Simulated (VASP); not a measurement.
# WSe2 (P6_3/mmc) in VASP: settings compared, part 2 of 2

VASP 6.6.1. The steps go on from the part before.

### Step 4. Relaxation of cell and atoms, r2SCAN+rVV10

Contents of INCAR:

```
SYSTEM = WSe2
PREC = Accurate
ENCUT = 600
EDIFF = 1E-6
ISMEAR = 0
SIGMA = 0.03
LREAL = .False.
LASPH = .True.
NELM = 80
ALGO = Normal
ISIF = 3
LWAVE = .False.
LCHARG = .False.
METAGGA = R2SCAN
LMIXTAU = .True.
LUSE_VDW = .True.
IVDW_NL = 2
BPARAM = 11.95
CPARAM = 0.0093
IBRION = 2
NSW = 90
EDIFFG = -0.01
KPAR = 2
```

Contents of KPOINTS:

```
Automatic mesh
0
Gamma
  9 9 2
  0 0 0
```

Contents of POSCAR:

```
WSe2
1.0
    3.2900000000      0.0000000000      0.0000000000
   -1.6450000000      2.8492235785      0.0000000000
    0.0000000000      0.0000000000     12.9700000000
W Se
2 4
Direct
    0.3333333333      0.6666666667      0.2500000000
    0.6666666667      0.3333333333      0.7500000000
    0.3333333333      0.6666666667      0.6210000000
    0.6666666667      0.3333333333      0.1210000000
    0.3333333333      0.6666666667      0.8790000000
    0.6666666667      0.3333333333      0.3790000000
```

Potentials or basis: VASP PAW PBE potentials, release 64 (W_sv, Se).

Launch:

```console
$ cat potpaw_PBE.64/W_sv/POTCAR potpaw_PBE.64/Se/POTCAR > POTCAR
$ mpirun -np 2 vasp_std > vasp.out
```

OUTCAR:

```text
SYSTEM = WSe2
   PREC = Accurate
   ENCUT = 600
   EDIFF = 1E-6
   ISMEAR = 0
   LREAL = .False.
   LASPH = .True.
   NELM = 80
   ISIF = 3
   METAGGA = R2SCAN
   IVDW_NL = 2
   BPARAM = 11.95
   IBRION = 2
   NSW = 90
   EDIFFG = -0.01

 ion  position               nearest neighbor table
   1  0.333  0.667  0.250-   4 2.53   6 2.53   4 2.53   6 2.53   4 2.53   6 2.53
   2  0.667  0.333  0.750-   3 2.53   5 2.53   3 2.53   5 2.53   3 2.53   5 2.53
   3  0.333  0.667  0.621-   2 2.53   2 2.53   2 2.53
   4  0.667  0.333  0.121-   1 2.53   1 2.53   1 2.53
   5  0.333  0.667  0.879-   2 2.53   2 2.53   2 2.53
   6  0.667  0.333  0.379-   1 2.53   1 2.53   1 2.53

  LATTYP: Found a hexagonal cell.
 ALAT       =     3.2900000000
 C/A-ratio  =     3.9422492401

  Lattice vectors:

 A1 = (   3.2900000000,   0.0000000000,   0.0000000000)
 A2 = (  -1.6450000000,   2.8492235785,   0.0000000000)
 A3 = (   0.0000000000,   0.0000000000,  12.9700000000)

Analysis of symmetry for initial positions (statically):
=====================================================================
 Subroutine PRICEL returns:
 Original cell was already a primitive cell.

 Routine SETGRP: Setting up the symmetry group for a
 hexagonal supercell.

[... 183 lines left out ...]

  FORCE on cell =-STRESS in cart. coord.  units (eV):
  Direction    XX          YY          ZZ          XY          YZ          ZX
  --------------------------------------------------------------------------------------
  -------------------------------------------------------------------------------------
  Total        0.9585802      0.9585802      0.4876842      0.0000000      0.0000000      0.0000000
  in kB       12.6321313     12.6321313      6.4266830      0.0000000      0.0000000      0.0000000
  external PRESSURE =      10.5636485 kB  Pullay stress =       0.0000000 kB
[... 101 lines left out ...]
  FREE ENERGIE OF THE ION-ELECTRON SYSTEM (eV)
  ---------------------------------------------------
  free  energy   TOTEN  =      -162.5554960362 eV

  energy  without entropy=     -162.5554960362  energy(sigma->0) =     -162.55549604

[... ionic steps 4 to 9 ...]

--------------------------------------- Ionic step       10  -------------------------------------------

 number of electron      52.0000000 magnetization

------------------------ aborting loop because EDIFF is reached ----------------------------------------
[... 75 lines left out ...]
--------------------------------------- Ionic step       12  -------------------------------------------

 number of electron      52.0000000 magnetization

 Free energy of the ion-electron system (eV)
  ---------------------------------------------------
  ext. energy  EPLUGINS =         0.00000000
  ---------------------------------------------------
  free energy    TOTEN  =      -162.56230699 eV

  energy without entropy =     -162.56230699  energy(sigma->0) =     -162.56230699

 E-fermi :   6.1637     XC(G=0): -11.2887

 val. band max:        5.7962653142   @ k =   0.0000   0.0000   0.0000
 cond. band min:       7.0281942593   @ k =   0.2222   0.1111   0.0000
 fundamental gap:      1.2319289451
 Fermi energy:         6.1636660191

 k-point     1 :       0.0000    0.0000    0.0000
  band No.  band energies     occupation
      1     -70.5155      2.00000
      2     -70.5154      2.00000
      3     -34.1011      2.00000
      4     -34.1011      2.00000
      5     -33.9878      2.00000
      6     -33.9878      2.00000
[... 838 lines left out ...]
  FREE ENERGIE OF THE ION-ELECTRON SYSTEM (eV)
  ---------------------------------------------------
  free  energy   TOTEN  =      -162.5623069865 eV

  energy  without entropy=     -162.5623069865  energy(sigma->0) =     -162.56230699

 reached required accuracy - stopping structural energy minimisation
```

It took 30 min on 2 MPI ranks of Intel Xeon 6975P-C (Granite Rapids), shared host; peak memory 0.67 GiB.

What came out:

- Free energy: -162.5623 eV
- Relaxed volume: 20.78 Å³/atom
- Relaxed cell: a = 3.306 Å, b = 3.306 Å, c = 13.171 Å, α = 90.00°, β = 90.00°, γ = 120.00°
- Space group after relaxing (to 0.05 Å): P6_3/mmc (No. 194)
- Energy gained by relaxing: 1.8 meV/atom
- Ionic steps: 12
- Pressure after relaxing: 0.0 GPa
- Largest force after relaxing: 0.009 eV/Å
- Band gap on the k mesh: 1.23 eV, indirect (least direct gap 1.59 eV)

Forces on the atoms (eV/Å):
```
W    0.000  0.000  0.000
W    0.000  0.000  0.000
Se   0.000  0.000 -0.009
Se   0.000  0.000 -0.009
Se   0.000  0.000  0.009
Se   0.000  0.000  0.009
```

Step by step:
```csv
step,energy change (eV),largest force (eV/Å),pressure (GPa),volume (Å³)
1,0.0000,0.0454,1.06,121.58
2,0.0012,0.2753,-1.47,123.95
3,-0.0039,0.1540,-0.14,122.67
4,-0.0062,0.0260,0.09,123.05
5,-0.0062,0.0349,0.08,123.03
6,-0.0076,0.0303,0.04,123.31
7,-0.0101,0.0173,-0.06,124.14
8,-0.0093,0.0077,-0.20,125.82
9,-0.0107,0.0039,-0.11,124.82
10,-0.0107,0.0045,-0.11,124.77
11,-0.0102,0.0563,0.45,124.34
12,-0.0107,0.0088,0.01,124.67
```

Final structure:
```
W Se
1.0
     3.30607    0.00000    0.00000
    -1.65304    2.86314    0.00000
     0.00000    0.00000   13.17104
W Se
2 4
Direct
  0.33333 0.66667 0.25000
  0.66667 0.33333 0.75000
  0.33333 0.66667 0.62344
  0.66667 0.33333 0.12344
  0.33333 0.66667 0.87656
  0.66667 0.33333 0.37656
```

Levels at points of the mesh, in eV from the valence-band top:
```tsv
k point	band 24	band 25	band 26	band 27	band 28	band 29
(0.00, 0.00, 0.00)	-1.29	-1.04	0.00	2.75	2.75	2.79
(0.00, 0.00, 0.50)	-1.68	-0.24	-0.24	2.75	2.75	2.75
```

Caveat: the PAW data sets were made with another functional, which shifts forces and pressure a little; spin-orbit coupling is left out, which moves the levels of the heavy elements; an odd mesh through Γ misses points on the zone boundary, where band edges often lie.

### Step 5. Relaxation of cell and atoms, r2SCAN+rVV10

This run uses another cell than the first one, of 20.78 Å³/atom, 1.025 times its volume.

INCAR: that of step 4 with these lines changed.

```diff
@@ -3,3 +3,3 @@
 ENCUT = 600
-EDIFF = 1E-6
+EDIFF = 1E-7
 ISMEAR = 0
@@ -21,3 +21,3 @@
 NSW = 90
-EDIFFG = -0.01
+EDIFFG = -0.005
 KPAR = 2
```

KPOINTS is that of step 4.

Contents of POSCAR:

```
WSe2                                    
1.0
    3.3060709375      0.0000000000     -0.0000000000
   -1.6530354688      2.8631414186      0.0000000000
   -0.0000000000     -0.0000000000     13.1710380386
  W               Se            
     2     4
Direct
     0.3333333332999970    0.6666666667000030    0.2500000000000000
     0.6666666667000030    0.3333333332999970    0.7500000000000000
     0.3333333332999970    0.6666666667000030    0.6234385374267793
     0.6666666667000030    0.3333333332999970    0.1234385374267794
     0.3333333332999970    0.6666666667000030    0.8765614625732207
     0.6666666667000030    0.3333333332999970    0.3765614625732207
```

Potentials or basis: VASP PAW PBE potentials, release 64 (W_sv, Se).

Launch:

```console
$ cat potpaw_PBE.64/W_sv/POTCAR potpaw_PBE.64/Se/POTCAR > POTCAR
$ mpirun -np 2 vasp_std > vasp.out
```

OUTCAR:

```text
SYSTEM = WSe2
   PREC = Accurate
   ENCUT = 600
   EDIFF = 1E-7
   ISMEAR = 0
   LREAL = .False.
   LASPH = .True.
   NELM = 80
   ISIF = 3
   METAGGA = R2SCAN
   IVDW_NL = 2
   BPARAM = 11.95
   IBRION = 2
   NSW = 90
   EDIFFG = -0.005

 ion  position               nearest neighbor table
   1  0.333  0.667  0.250-   4 2.53   6 2.53   4 2.53   6 2.53   4 2.53   6 2.53
   2  0.667  0.333  0.750-   3 2.53   5 2.53   3 2.53   5 2.53   3 2.53   5 2.53
   3  0.333  0.667  0.623-   2 2.53   2 2.53   2 2.53
   4  0.667  0.333  0.123-   1 2.53   1 2.53   1 2.53
   5  0.333  0.667  0.877-   2 2.53   2 2.53   2 2.53
   6  0.667  0.333  0.377-   1 2.53   1 2.53   1 2.53

  LATTYP: Found a hexagonal cell.
 ALAT       =     3.3060709375
 C/A-ratio  =     3.9838945648

  Lattice vectors:

 A1 = (   3.3060709375,   0.0000000000,   0.0000000000)
 A2 = (  -1.6530354688,   2.8631414186,   0.0000000000)
 A3 = (   0.0000000000,   0.0000000000,  13.1710380386)

Analysis of symmetry for initial positions (statically):
=====================================================================
 Subroutine PRICEL returns:
 Original cell was already a primitive cell.

 Routine SETGRP: Setting up the symmetry group for a
 hexagonal supercell.

 Subroutine GETGRP returns: Found 24 space group operations
 (whereof 12 operations were pure point group operations)
 out of a pool of 24 trial point group operations.

The static configuration has the point symmetry D_3d.
 The point group associated with its full space group is D_6h.

Analysis of symmetry for dynamics (positions and initial velocities):
=====================================================================
 Subroutine PRICEL returns:
 Original cell was already a primitive cell.

 Routine SETGRP: Setting up the symmetry group for a
 hexagonal supercell.

 Subroutine GETGRP returns: Found 24 space group operations
 (whereof 12 operations were pure point group operations)
 out of a pool of 24 trial point group operations.

The dynamic configuration has the point symmetry D_3d.
 The point group associated with its full space group is D_6h.

 Subroutine INISYM returns: Found 24 space group operations
 (whereof 12 operations are pure point group operations),
 and found     1 'primitive' translations

----------------------------------------------------------------------------------------

                                     Primitive cell

  volume of cell :     124.6737

  direct lattice vectors                    reciprocal lattice vectors
     3.306070937  0.000000000  0.000000000     0.302473849  0.174633358  0.000000000
    -1.653035469  2.863141419  0.000000000     0.000000000  0.349266716  0.000000000
     0.000000000  0.000000000 13.171038039     0.000000000  0.000000000  0.075924160

  length of vectors
     3.306070937  3.306070938 13.171038039     0.349266716  0.349266716  0.075924160

  position of ions in fractional coordinates (direct lattice)
     0.333333333  0.666666667  0.250000000
     0.666666667  0.333333333  0.750000000
     0.333333333  0.666666667  0.623438537
     0.666666667  0.333333333  0.123438537
     0.333333333  0.666666667  0.876561463
     0.666666667  0.333333333  0.376561463

  ion indices of the primitive-cell ions
   primitive index   ion index
                 1           1
                 2           2
                 3           3
                 4           4
                 5           5
                 6           6

----------------------------------------------------------------------------------------

 KPOINTS: Automatic mesh

Automatic generation of k-mesh.
 Grid dimensions read from file:
 generate k-points for:    9    9    2

 Generating k-lattice:

  Cartesian coordinates                     Fractional coordinates (reciprocal lattice)
     0.033608205  0.019403706  0.000000000     0.111111111  0.000000000  0.000000000
     0.000000000  0.038807413  0.000000000     0.000000000  0.111111111  0.000000000
     0.000000000  0.000000000  0.037962080     0.000000000  0.000000000  0.500000000

  Length of vectors
     0.038807413  0.038807413  0.037962080

  Shift w.r.t. Gamma in fractional coordinates (k-lattice)
     0.000000000  0.000000000  0.000000000

 Subroutine IBZKPT returns following result:
 ===========================================

 Found     24 irreducible k-points:

 Following reciprocal coordinates:
            Coordinates               Weight
  0.000000  0.000000  0.000000      1.000000
  0.111111  0.000000  0.000000      6.000000
  0.222222 -0.000000  0.000000      6.000000
  0.333333  0.000000  0.000000      6.000000
  0.444444 -0.000000  0.000000      6.000000
  0.111111  0.111111  0.000000      6.000000
[... 16 lines left out ...]
  0.333333  0.222222  0.500000     12.000000
  0.333333  0.333333  0.500000      2.000000
   k-points           NKPTS =     24   k-points in BZ     NKDIM =     24   number of bands    NBANDS=     31
   number of dos      NEDOS =    301   number of ions     NIONS =      6
   total plane-waves  NPLWV =  84672
   dimension x,y,z NGX =    28 NGY =   28 NGZ =  108
   dimension x,y,z NGXF=    56 NGYF=   56 NGZF=  216
   ions per type =               2   4
   NGX,Y,Z   is equivalent  to a cutoff of  14.08, 14.08, 13.63 a.u.
   NGXF,Y,Z  is equivalent  to a cutoff of  28.16, 28.16, 27.26 a.u.
 SYSTEM =  WSe2
   PREC   = accura    normal or accurate (medium, high low for compatibility)
   ISTART =      0    job   : 0-new  1-cont  2-samecut
   ICHARG =      2    charge: 1-file 2-atom 10-const
   ISPIN  =      1    spin polarized calculation?
   LNONCOLLINEAR =      F non collinear calculations
   LSORBIT =      F    spin-orbit coupling
   LASPH  =      T    aspherical Exc in radial PAW
   ENCUT  =  600.0 eV  44.10 Ry    6.64 a.u.   6.60  6.60 26.31*2*pi/ulx,y,z
   NELM   =     80;   NELMIN=  2; NELMDL= -5     # of ELM steps
   EDIFF  = 0.1E-06   stopping-criterion for ELM
   LREAL  =      F    real-space projection
   EDIFFG = -.5E-02   stopping-criterion for IOM
   NSW    =     90    number of steps for IOM
   IBRION =      2    ionic relax: 0-MD 1-quasi-New 2-CG
   NFREE  =      1    steps in history (QN), initial steepest desc. (CG)
   ISIF   =      3    stress and relaxation
   ISYM   =      2    0-nonsym 1-usesym 2-fastsym
   POTIM  = 0.5000    time-step for ionic-motion
   TEBEG  =    0.0;   TEEND  =   0.0 temperature during run
   PSTRESS=    0.0 pullay stress
   NELECT =      52.0000    total number of electrons
   NUPDOWN=      -1.0000    fix difference up-down
   EMIN   =  10.00;   EMAX   =-10.00  energy-range for DOS
   EFERMI =   0.00;   METHOD = LEGACY
   ISMEAR =     0;   SIGMA  =   0.03  broadening in eV -4-tet -1-fermi 0-gaus
   EFERMI_NEDOS =   21; number of points for ismear=-14 and -15
   IALGO  =     38    algorithm
   IMIX   =      4    mixing-type and parameters
     AMIX     =   0.40;   BMIX     =  1.00
     AMIX_MAG =   1.60;   BMIX_MAG =  1.00
  volume/ion in A,a.u.               =      20.78       140.22
  Fermi-wavevector in a.u.,A,eV,Ry     =   1.223163  2.311443 20.356049  1.496127
  Thomas-Fermi vector in A             =   2.358284
   LORBIT       =      0    0 simple, 1 ext, 2 COOP (PROOUT), +10 PAW based schemes
   METAGGA = R2SCAN    functional components
   LHFCALC =     F    Hartree Fock is set to
   AEXX    =    0.0000 exact exchange contribution
   IVDW_NL    =     2    kernel type
   BPARAM     =11.9500
   IVDW    =     0    specifies the selected vdW correction
   LEPSILON=     F    determine dielectric tensor
   LRPA    =     F    only Hartree local field effects (RPA)
 conjugate gradient relaxation of ions
 non-spin polarized calculation
 Gauss-broadening in eV      SIGMA  =   0.03
  energy-cutoff  :      600.00
  volume of cell :      124.67
 maximum number of plane-waves:      4206
 NGX is ok and might be reduce to    28
   NGX = 13   NGY = 13   NGZ = 53

--------------------------------------- Ionic step        1  -------------------------------------------

 number of electron      52.0000000 magnetization

 Free energy of the ion-electron system (eV)
  ---------------------------------------------------
  ext. energy  EPLUGINS =         0.00000000
  ---------------------------------------------------
  free energy    TOTEN  =      -162.56300000 eV

  energy without entropy =     -162.56300000  energy(sigma->0) =     -162.56300000

------------------------ aborting loop because EDIFF is reached ----------------------------------------

  FORCE on cell =-STRESS in cart. coord.  units (eV):
  Direction    XX          YY          ZZ          XY          YZ          ZX
  --------------------------------------------------------------------------------------
  -------------------------------------------------------------------------------------
  Total       -0.0073641     -0.0073641      0.0584214      0.0000000     -0.0000000      0.0000000
  in kB       -0.0946363     -0.0946363      0.7507716      0.0000000     -0.0000000      0.0000000
  external PRESSURE =       0.1871664 kB  Pullay stress =       0.0000000 kB
[... 65 lines left out ...]
  energy  without entropy=     -162.5629907935  energy(sigma->0) =     -162.56299079

--------------------------------------- Ionic step        3  -------------------------------------------

 number of electron      52.0000000 magnetization

 Free energy of the ion-electron system (eV)
  ---------------------------------------------------
  ext. energy  EPLUGINS =         0.00000000
  ---------------------------------------------------
  free energy    TOTEN  =      -162.56300789 eV

  energy without entropy =     -162.56300789  energy(sigma->0) =     -162.56300789

 E-fermi :   6.1611     XC(G=0): -11.2882

 val. band max:        5.7929681927   @ k =   0.0000   0.0000   0.0000
 cond. band min:       7.0254128479   @ k =   0.2222   0.1111   0.0000
 fundamental gap:      1.2324446552
 Fermi energy:         6.1611058794

 k-point     1 :       0.0000    0.0000    0.0000
  band No.  band energies     occupation
      1     -70.5173      2.00000
      2     -70.5173      2.00000
      3     -34.1029      2.00000
      4     -34.1029      2.00000
      5     -33.9893      2.00000
      6     -33.9893      2.00000
[... 838 lines left out ...]
  FREE ENERGIE OF THE ION-ELECTRON SYSTEM (eV)
  ---------------------------------------------------
  free  energy   TOTEN  =      -162.5630078907 eV

  energy  without entropy=     -162.5630078907  energy(sigma->0) =     -162.56300789

 reached required accuracy - stopping structural energy minimisation
```

Wall time 10 min (2 MPI ranks of Intel Xeon 6975P-C (Granite Rapids), shared host); peak memory 0.68 GiB.

What came out:

* Free energy: -162.5630 eV
* Relaxed volume: 20.78 Å³/atom
* Relaxed cell: a = 3.306 Å, b = 3.306 Å, c = 13.173 Å, α = 90.00°, β = 90.00°, γ = 120.00°
* Space group after relaxing (to 0.05 Å): P6_3/mmc (No. 194)
* Energy gained by relaxing: 0.0 meV/atom
* Ionic steps: 3
* Pressure after relaxing: 0.0 GPa
* Band gap on the k mesh: 1.23 eV, indirect (least direct gap 1.60 eV)

Final structure:
```
W Se
1.0
     3.30599    0.00000    0.00000
    -1.65300    2.86308    0.00000
     0.00000    0.00000   13.17344
W Se
2 4
Direct
  0.33333 0.66667 0.25000
  0.66667 0.33333 0.75000
  0.33333 0.66667 0.62343
  0.66667 0.33333 0.12343
  0.33333 0.66667 0.87657
  0.66667 0.33333 0.37657
```

Caveat: the PAW data sets were made with another functional, which shifts forces and pressure a little; spin-orbit coupling is left out, which moves the levels of the heavy elements; an odd mesh through Γ misses points on the zone boundary, where band edges often lie.
